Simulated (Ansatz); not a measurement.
# CdSe (Cadmoselite) (P6_3mc) in Ansatz: convergence with scf exx energy threshold

Aim: find how far scf exx energy threshold must go before the results for CdSe (Cadmoselite) settle, at PBE0. This setting moves, with any that are tied to it; all else stays.

Program: Ansatz 0.2.0. These are calculated values, not measurements. Logs are shortened: lines on timing, memory, paths and dates and some standing lists are left out, and cuts for length are marked.

## Step 1: Starting point

It takes space group P6_3mc (No. 186, hexagonal). Conventional cell: a = 4.300 Å, b = 4.300 Å, c = 7.020 Å, α = 90.00°, β = 90.00°, γ = 120.00°. Around Cd (site symmetry 3m) lie 4 Se at 2.61 to 2.70 Å. Se (site symmetry 3m) has 4 Cd at 2.61 to 2.70 Å as nearest neighbours.

## Step 2: With scf exx energy threshold 0.01

Contents of input.yaml:

```yaml
crystal:
  lattice:
    - [4.3, 0.0, 0.0]
    - [-2.15, 3.7239092363, 0.0]
    - [0.0, 0.0, 7.02]
  atoms:
    - { symbol: Cd, position: [0.6666666667, 0.3333333333, 0.5] }
    - { symbol: Cd, position: [0.3333333333, 0.6666666667, 0.0] }
    - { symbol: Se, position: [0.6666666667, 0.3333333333, 0.885] }
    - { symbol: Se, position: [0.3333333333, 0.6666666667, 0.385] }
hamiltonian:
  xc: pbe0
  pseudopotentials: { kind: paw }
kpoints:
  mp_grid: { grid: [4, 4, 2] }
scf:
  occupations: { method: gaussian, width: 0.05 }
  exx: { energy_threshold: 0.01 }
output:
  forces: true
  stress: true
  eigenvalues: true
```

Potentials or basis: Ansatz PAW.

Command:

```bash
ansatz run input.yaml --threads 2 --pin off --max-ram 5632MiB --backend cpu --events-out ev --progress --plain --runs-dir out
```

It took 58 s on 2 threads of Intel Xeon at 2.50GHz (Skylake/Cascade Lake), shared host; peak memory 1.1 GiB.

What came out:

```
Free energy            : -27458.7603 eV
Pressure               : 1.8 GPa
Largest force          : 0.292 eV/Å
Band gap on the k mesh : 2.30 eV, direct
```

## Step 3: With scf exx energy threshold 0.001

Changes to input.yaml since step 2:

```diff
@@ -17,3 +17,3 @@
   occupations: { method: gaussian, width: 0.05 }
-  exx: { energy_threshold: 0.01 }
+  exx: { energy_threshold: 0.001 }
 output:
```

Potentials or basis: Ansatz PAW.

Command:

```bash
ansatz run input.yaml --threads 2 --pin off --max-ram 5632MiB --backend cpu --events-out ev --progress --plain --runs-dir out
```

Run time: 55 s. Hardware: 2 threads of Intel Xeon at 2.50GHz (Skylake/Cascade Lake), shared host; peak memory 1.1 GiB.

What came out:

- Free energy: -27458.7603 eV
- Pressure: 1.8 GPa
- Largest force: 0.292 eV/Å
- Band gap on the k mesh: 2.30 eV, direct

## Step 4: With scf exx energy threshold 0.0001

Changes to input.yaml since step 3:

```diff
@@ -17,3 +17,3 @@
   occupations: { method: gaussian, width: 0.05 }
-  exx: { energy_threshold: 0.001 }
+  exx: { energy_threshold: 0.0001 }
 output:
```

Command:

```bash
ansatz run input.yaml --threads 2 --pin off --max-ram 5632MiB --backend cpu --events-out ev --progress --plain --runs-dir out
```

It took 65 s on 2 threads of Intel Xeon at 2.50GHz (Skylake/Cascade Lake), shared host; peak memory 1.1 GiB.

What came out:

```yaml
Free_energy: -27458.7603 eV
Pressure: 1.8 GPa
Largest_force: 0.292 eV/Å
Band_gap_on_the_k_mesh: 2.30 eV, direct
```

## Step 5: With scf exx energy threshold 1e-05

Changes to input.yaml since step 4:

```diff
@@ -17,3 +17,3 @@
   occupations: { method: gaussian, width: 0.05 }
-  exx: { energy_threshold: 0.0001 }
+  exx: { energy_threshold: 1.0e-05 }
 output:
```

Command:

```bash
ansatz run input.yaml --threads 2 --pin off --max-ram 5632MiB --backend cpu --events-out ev --progress --plain --runs-dir out
```

Wall time 2.1 min (2 threads of Intel Xeon at 2.50GHz (Skylake/Cascade Lake), shared host); peak memory 1.1 GiB.

Results (log left out):

```yaml
Free_energy: -27458.7603 eV
Pressure: 1.8 GPa
Largest_force: 0.292 eV/Å
Band_gap_on_the_k_mesh: 2.30 eV, direct
```

## Step 6: With scf exx energy threshold 1e-06

Changes to input.yaml since step 5:

```diff
@@ -17,3 +17,3 @@
   occupations: { method: gaussian, width: 0.05 }
-  exx: { energy_threshold: 1.0e-05 }
+  exx: { energy_threshold: 1.0e-06 }
 output:
```

Potentials or basis: Ansatz PAW.

Command:

```bash
ansatz run input.yaml --threads 2 --pin off --max-ram 5632MiB --backend cpu --events-out ev --progress --plain --runs-dir out
```

Wall time 79 s (2 threads of Intel Xeon at 2.50GHz (Skylake/Cascade Lake), shared host); peak memory 1.1 GiB.

It converged, with:

```
Free energy            : -27458.7603 eV
Pressure               : 1.8 GPa
Largest force          : 0.292 eV/Å
Band gap on the k mesh : 2.30 eV, direct
```

## Step 7: With scf exx energy threshold 1e-07

Changes to input.yaml since step 6:

```diff
@@ -17,3 +17,3 @@
   occupations: { method: gaussian, width: 0.05 }
-  exx: { energy_threshold: 1.0e-06 }
+  exx: { energy_threshold: 1.0e-07 }
 output:
```

Potentials or basis: Ansatz PAW.

Command:

```bash
ansatz run input.yaml --threads 2 --pin off --max-ram 5632MiB --backend cpu --events-out ev --progress --plain --runs-dir out
```

Output:

```text
Warning: output.stress: scf.convergence.dr2_threshold = 1e-7 eV (the SCF's general default) is looser than the 4e-10 eV advised for a printed stress (1e-10 eV for each atom of the cell: 4). What an SCF threshold leaves in a stress goes as its square root, and in the free energy as the threshold itself, and one threshold admits the most on a small cell: of the crystals measured, under no hybrid functional and no lock of the moments, on runs that ended without the residual-converged pass, on stresses that held no estimate of that error, the worst erred by over 100 MPa in a component at 1e-7 eV an atom and by under 5 at 1e-10. Set scf.convergence.dr2_threshold to 4e-10 eV or tighter. The threshold is an SCF's pass mark: one that does not reach it within its budget of iterations ends unconverged, or closes short of it on a stop that the run arms, and scf.convergence.dr2_threshold's page says what that costs each kind of run
Warning: output.stress: scf.exx.energy_threshold = 1e-7 eV is looser than the 4e-8 eV advised for a stress under a hybrid functional (1e-8 eV for each atom of the cell: 4). Every SCF of the exchange loop can meet its threshold on dr2 while the loop round them stops early: no threshold on dr2 bounds what that leaves in the stress. Set scf.exx.energy_threshold to 4e-8 eV or tighter. The threshold is the loop's pass mark: a loop that does not reach it within its budget of cycles ends unconverged, and scf.exx.energy_threshold's page has the law
Warning: RAYON_NUM_THREADS=2 ignored (pool sized by the plan → 2); use --threads N
Engine: ansatz 0.2.0, x86_64-unknown-linux-gnu
Pseudopotentials: kind: paw
Pseudopotential: Cd, paw, valence charge 20, recommended cutoff 420 eV (normal), Cd.paw.azcp
Pseudopotential: Se, paw, valence charge 16, recommended cutoff 420 eV (normal), Se.paw.azcp
Functional definition: PBE0
  parameter a = 0.25
  parameter kappa = 0.804
  parameter beta = 0.06672455060314922
  exchange = (1 - a)*pbe_x(kappa = kappa, mu = beta*pi^2/3) + a*exact_x
  correlation = pbe_c(beta = beta)
Crystal: 4 atoms, lattice volume = 112.410 Å³
Basis set: ecut = 420 eV, 2189 PW (Γ), exchange–correlation on 60×60×96 points (8 copies of the dense FFT grid, shifted against one another)
Bands: 44, of which v1, the nominal top of the filled ones, is band 36 counted from 1 (35 counted from 0)
Symmetry: 12 space group operations
Space group: P63mc (ITA 186), of the structure as read, at distance tolerance 4.8e-5 Å
k-points: 8 of 32
Non-local potential: Cd, projectors of the file, l = 0: 3, l = 1: 2, l = 2: 2, l = 3: 1
Non-local potential: Se, projectors of the file, l = 0: 2, l = 1: 2, l = 2: 3, l = 3: 1
PAW form: soft (Blöchl's): semilocal exchange-correlation on the pseudo side does not see the compensation charge
PAW frozen core: Cd, regenerated for the run's functional, and the local potential with it (the file was generated under x = pbe(κ = 0.804, μ = 0.2195149727645171), c = pbe(β = 0.06672455060314922))
PAW frozen core: Se, regenerated for the run's functional, and the local potential with it (the file was generated under x = pbe(κ = 0.804, μ = 0.2195149727645171), c = pbe(β = 0.06672455060314922))
PAW one-centre angular grid: Cd, 590 points (default); XC on 64 Gauss nodes
PAW one-centre angular grid: Se, 590 points (default); XC on 64 Gauss nodes
Initial density: superposition of atomic densities (neutral atoms: chi_scale 0, normalization atom), corrected by the library's trained network
Initial wavefunctions: pseudopotential atomic-orbital guess
Functional: x = pbe(κ = 0.804, μ = 0.2195149727645171), c = pbe(β = 0.06672455060314922), warm-up for x = 0.75 pbe(κ = 0.804, μ = 0.2195149727645171) + 0.25 exact, c = pbe(β = 0.06672455060314922)
SCF iter   1: F=—  HF=-27449.455464 eV  |F-HF|=—  |Δ(HF+E_count)|=         —  Δρ=1.01e-3  dr2=1.14e-3  ethr=1.77e-3  ⟨swp⟩=7.8  Hψ=1458  notcnv=0
preconditioner: auto → none  [insulator: Δε(μ)=0.687 eV  Ē_g=12.130 eV  σ=0.050 eV  W_gap=1.00  n_scr=34 (ndim 8)  ℏωp=21.0 eV  f_vac=0.201  D(μ)=0.00/eV (n_scr^D=0)]
[... 26 lines left out ...]
SCF iter   6: F=—  HF=-27458.760344 eV  |F-HF|=—  |Δ(HF+E_count)|=   3.52e-8  Δρ=1.12e-6  dr2=2.66e-9  ethr=2.58e-12 (applied; sched 1.00e-12)  ⟨swp⟩=4.0  Hψ=896  notcnv=0
SCF iter   7: F=-27458.760344 eV  HF=-27458.760344 eV  |F-HF|=1.46e-11  |Δ(HF+E_count)|=  6.77e-10  Δρ=4.96e-8  dr2=4.83e-10  ethr=1.96e-12 (applied; sched 1.00e-12)  ⟨swp⟩=3.0  Hψ=704  notcnv=0
SCF 3 converged in 7 iterations: F = -27458.760344 eV  dr2 = 4.83e-10
  Residual-converged pass: ⟨swp⟩=3.0  Hψ=792  notcnv=0  max |occ|·‖R‖ = 5.8e-7 eV (tolerance 6.3e-7 eV)  dr2=4.82e-10  dr2_onsite=4.78e-13  max |Δocc| = 8.9e-241
hybrid outer 2: dexx = +2.077e-6 eV, tail = 9.01e-8 eV, Δε = 2.76e-3 eV (about 1.03e-4 eV left of the loop's levels), ΔF = 1.23e-3 eV/Å (tail 6.45e-4)
Frozen-core exchange: fock
SCF iter   1: F=—  HF=-27458.760345 eV  |F-HF|=—  |Δ(HF+E_count)|=         —  Δρ=1.98e-6  dr2=2.40e-9  ethr=6.26e-10  ⟨swp⟩=5.9  Hψ=817  notcnv=0
preconditioner: auto → none  [insulator: Δε(μ)=2.305 eV  Ē_g=14.785 eV  σ=0.050 eV  W_gap=1.00  n_scr=34 (ndim 8)  ℏωp=21.0 eV  f_vac=0.203  D(μ)=0.00/eV (n_scr^D=0)]
SCF iter   2: F=-27458.760345 eV  HF=-27458.760345 eV  |F-HF|=5.46e-11  |Δ(HF+E_count)|=  4.22e-10  Δρ=5.46e-7  dr2=3.29e-10  ethr=2.94e-12 (applied; sched 2.91e-12)  ⟨swp⟩=4.0  Hψ=1025  notcnv=0
SCF 4 converged in 2 iterations: F = -27458.760345 eV  dr2 = 3.29e-10
  Residual-converged pass: ⟨swp⟩=2.0  Hψ=493  notcnv=0  max |occ|·‖R‖ = 5.9e-7 eV (tolerance 6.3e-7 eV)  dr2=3.29e-10  dr2_onsite=2.74e-11  max |Δocc| = 1.5e-241
hybrid outer 3: dexx = +1.131e-9 eV, tail = 7.56e-10 eV, Δε = 1.83e-4 eV (about 2.87e-5 eV left of the loop's levels), ΔF = 6.87e-5 eV/Å (tail 5.03e-5)
hybrid SCF converged: 3 outer / 15 inner (+2 warm-up), last move |dexx| = 1.13e-9 eV, tail = 7.56e-10 eV
Stability not checked: this state was not tested for a lower state beside it, because the functional holds exact exchange (a hybrid, or Hartree-Fock), whose exchange loop this test does not read (fock_operator; see scf.lower_state_search)
Free energy (F): -27458.760345 eV
Frozen-core exchange: fock
Harris-Foulkes:  -27458.760345 eV  (|F-HF|=5.46e-11)
Internal energy: -27458.760345 eV  (E = F + TS)
E sigma→0 (E₀):  -27458.760345 eV
Fermi energy:    7.697943 eV
--- Per-component energies (eV) ---
  E_band       = -2018.349331
  E_kinetic    = 1248.982716
  E_local      = -12785.141968  (includes V_loc(G=0)·N_el)
  E_nonlocal   = -1123.883631
  E_hartree    = 6087.206870
  E_xc         = -432.702290
  E_vxc        = -492.948899  (∫ρ·V_xc dr)
  E_exx        = -343.296034  (= α·E_x^exact, valence–valence)
  E_paw        = -11783.509702  (= ΣΔE_a)
  E_vpaw       = -353.178747  (= ΣTr[D̂ρ^β])
  E_aug_tail   = -0.001154  (compensation charges beyond the density's cutoff)
  E_ewald      = -8323.002769
  E_core_change = -3.412383  (= ΣΔE_core)
  E_smearing   = -0.000000  (= −TS)
  E_closure    = 0.000000  (closes the sum)
  Σ components = -27458.760345   (vs F -27458.760345, Δ=0.00e0)
--- Forces (eV/Å), atoms counted from 1 ---
  atom   1  Cd     0.00000000     0.00000000     0.29175327
  atom   2  Cd    -0.00000000    -0.00000000     0.29175327
  atom   3  Se    -0.00000000     0.00000000    -0.29174031
  atom   4  Se    -0.00000000    -0.00000000    -0.29174031
  max |Σ_I F_I| component: 2.59e-5 eV/Å
--- Stress (GPa, compression-positive) ---
        2.512738      -0.000000       0.000000
       -0.000000       2.512738      -0.000000
        0.000000       0.000000       0.248653
  P = ⅓ Tr σ = 1.7580 GPa (17.580 kbar)
--- Band table (eV; the first three rows and the last of 8) ---
  k-point 0: bands = ["-100.2750", "-100.2750", "-59.9994", "-59.9994", "-59.9972", "-59.9972", "-59.9972", "-59.9972", "-43.7110", "-43.7110", "-43.7109", "-43.7109", "-43.7032", "-43.7032", "-43.7024", "-43.7024", "-43.7024", "-43.7024", "-7.2095", "-6.8108", "-2.6970", "-2.6970", "-2.6404", "-2.6403", "-2.6403", "-2.3368", "-2.3368", "-2.2770", "-2.2770", "-1.9496", "1.9427", "5.7575", "5.7575", "6.5448", "6.5449", "6.5449", "8.8498", "10.3340", "14.1655", "14.1655", "14.4496", "15.3618", "15.3618", "16.1056"]
  k-point 1: bands = ["-100.2750", "-100.2750", "-59.9994", "-59.9994", "-59.9972", "-59.9972", "-59.9972", "-59.9972", "-43.7109", "-43.7109", "-43.7109", "-43.7109", "-43.7032", "-43.7032", "-43.7024", "-43.7024", "-43.7024", "-43.7024", "-7.0067", "-7.0067", "-2.6726", "-2.6726", "-2.6726", "-2.6726", "-2.4226", "-2.4226", "-2.3036", "-2.3036", "-2.3036", "-2.3036", "3.8285", "3.8285", "6.1337", "6.1337", "6.1337", "6.1337", "10.5532", "10.5532", "14.0978", "14.0978", "14.5524", "14.5524", "14.5524", "14.5524"]
  k-point 2: bands = ["-100.2750", "-100.2750", "-59.9994", "-59.9994", "-59.9972", "-59.9971", "-59.9971", "-59.9971", "-43.7110", "-43.7110", "-43.7110", "-43.7110", "-43.7032", "-43.7032", "-43.7024", "-43.7024", "-43.7023", "-43.7023", "-7.0205", "-6.7287", "-2.6324", "-2.6155", "-2.5550", "-2.5362", "-2.5009", "-2.3652", "-2.3332", "-2.3135", "-2.2670", "-1.8479", "2.2890", "3.8397", "4.2748", "5.0826", "6.0721", "6.0821", "10.8137", "11.6851", "13.4565", "14.1734", "14.9118", "15.3536", "15.7736", "16.3620"]
  k-point 7: bands = ["-100.2750", "-100.2750", "-59.9994", "-59.9994", "-59.9972", "-59.9972", "-59.9970", "-59.9970", "-43.7110", "-43.7110", "-43.7110", "-43.7110", "-43.7032", "-43.7032", "-43.7023", "-43.7023", "-43.7023", "-43.7023", "-6.7306", "-6.7306", "-2.5426", "-2.5426", "-2.5175", "-2.5175", "-2.3692", "-2.3692", "-2.3037", "-2.3037", "-1.9257", "-1.9257", "2.2602", "2.2602", "4.2797", "4.2797", "5.3147", "5.3147", "12.0043", "12.0043", "13.8275", "13.8275", "14.6683", "14.6683", "16.0197", "16.0197"]
```

Run time: 66 s. Hardware: 2 threads of Intel Xeon at 2.50GHz (Skylake/Cascade Lake), shared host; peak memory 1.2 GiB.

What came out:

- Free energy: -27458.7603 eV
- Pressure: 1.8 GPa
- Largest force: 0.292 eV/Å
- Band gap on the k mesh: 2.30 eV, direct

## Step 8: Summary

| scf exx energy threshold | energy less the tightest run, at zero smearing (meV/atom) | SCF cycles | CPU time (s) | peak memory (GiB) |
| --- | --- | --- | --- | --- |
| 0.01 | 0.00 | 14 | 110 | 1.1 |
| 0.001 | 0.00 | 15 | 100 | 1.1 |
| 0.0001 | 0.00 | 15 | 110 | 1.1 |
| 1e-05 | 0.00 | 15 | 110 | 1.1 |
| 1e-06 | 0.00 | 17 | 130 | 1.1 |
| 1e-07 | 0.00 | 17 | 120 | 1.2 |

Against the tightest run, the energy stays within 1 meV/atom from 0.01 on. The tightest run that finished is the yardstick and may itself not be fully converged.

Caveats: all runs use coarse meshes; the PAW data sets come from PBE, with cores solved anew for the run's functional, which leaves a small shift of forces and pressure; the thresholds are loose for stress.
